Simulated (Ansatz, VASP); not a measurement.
This is a calculation of Os for Ansatz 0.2.0.

input.yaml

```yaml
crystal:
  lattice:
    - [2.7341, 0.0, 0.0]
    - [-1.36705, 2.3678000565, 0.0]
    - [0.0, 0.0, 4.3197]
  atoms:
    - { symbol: Os, position: [0.6666666667, 0.3333333333, 0.75] }
    - { symbol: Os, position: [0.3333333333, 0.6666666667, 0.25] }
hamiltonian:
  xc: pbe
  pseudopotentials: { kind: paw }
kpoints:
  mp_grid: { grid: [11, 11, 6] }
  band_path:
    path:
      - [[0.0, 0.0, 0.0], [0.5, 0.0, 0.0], [0.3333333333, 0.3333333333, 0.0], [0.0, 0.0, 0.0], [0.0, 0.0, 0.5], [0.5, 0.0, 0.5], [0.3333333333, 0.3333333333, 0.5], [0.0, 0.0, 0.5]]
      - [[0.5, 0.0, 0.5], [0.5, 0.0, 0.0]]
      - [[0.3333333333, 0.3333333333, 0.0], [0.3333333333, 0.3333333333, 0.5]]
    npoints: 14
scf:
  occupations: { method: fermi_dirac, width: 0.05 }
  n_extra_bands: 6
output:
  forces: true
  stress: true
  eigenvalues: true
  fatbands: false
```

Potentials or basis: Ansatz PAW.

Launch:

```sh
$ ansatz run input.yaml --threads 2 --pin off --max-ram 5632MiB --backend cpu --events-out ev --progress --plain --runs-dir out
```

Task: Set up the same calculation for VASP 6.6.1. Potentials there: VASP PAW PBE potentials, release 54 (Os).

Result: As run (the cutoff follows the program's own potentials):

File INCAR:

```
SYSTEM = Os
ALGO = Normal ; EDIFF = 1E-6
ENCUT = 520 ; GGA = PE
ISIF = 2 ; ISMEAR = -1
LASPH = .TRUE. ; LCHARG = .FALSE.
LMAXMIX = 4 ; LREAL = .FALSE.
LWAVE = .FALSE. ; NBANDS = 15
NELM = 60 ; PREC = Accurate
SIGMA = 0.05
```

The input KPOINTS:

```
k-points
0
G
  11 11 6
  0 0 0
```

The input POSCAR:

```
Os
1.0
    2.7341000000      0.0000000000      0.0000000000
   -1.3670500000      2.3678000565      0.0000000000
    0.0000000000      0.0000000000      4.3197000000
Os
2
Direct
    0.6666666667      0.3333333333      0.7500000000
    0.3333333333      0.6666666667      0.2500000000
```

File KPOINTS_OPT:

```
path GMKGALHA,LM,KH
20
line-mode
reciprocal
 0.0000000000  0.0000000000  0.0000000000  G
 0.5000000000  0.0000000000  0.0000000000  M

 0.5000000000  0.0000000000  0.0000000000  M
 0.3333333333  0.3333333333  0.0000000000  K

 0.3333333333  0.3333333333  0.0000000000  K
 0.0000000000  0.0000000000  0.0000000000  G

 0.0000000000  0.0000000000  0.0000000000  G
 0.0000000000  0.0000000000  0.5000000000  A

 0.0000000000  0.0000000000  0.5000000000  A
 0.5000000000  0.0000000000  0.5000000000  L

 0.5000000000  0.0000000000  0.5000000000  L
 0.3333333333  0.3333333333  0.5000000000  H

 0.3333333333  0.3333333333  0.5000000000  H
 0.0000000000  0.0000000000  0.5000000000  A

 0.5000000000  0.0000000000  0.5000000000  L
 0.5000000000  0.0000000000  0.0000000000  M

 0.3333333333  0.3333333333  0.0000000000  K
 0.3333333333  0.3333333333  0.5000000000  H
```

Potentials or basis: VASP PAW PBE potentials, release 54 (Os).

The run is started by

```bash
$ cat potpaw_PBE.54/Os/POTCAR > POTCAR
$ mpirun -np 1 vasp_std > vasp.out
```

Both were run:

|  | VASP | Ansatz | Ansatz less VASP |
| --- | --- | --- | --- |
| gap on the k mesh at the Fermi level (eV) | none | none | - |
| pressure (GPa) | 8.9 | 8.8 | -0.04 |
| largest component of the traceless stress (GPa) | 0.18 | 0.29 | +0.109 |

A gap of «none» marks a metal or a gap that the smearing closes. The two sets of potentials don't hold the same shells in valence.

Caveats: spin-orbit coupling is left out, which moves the levels of the heavy elements.
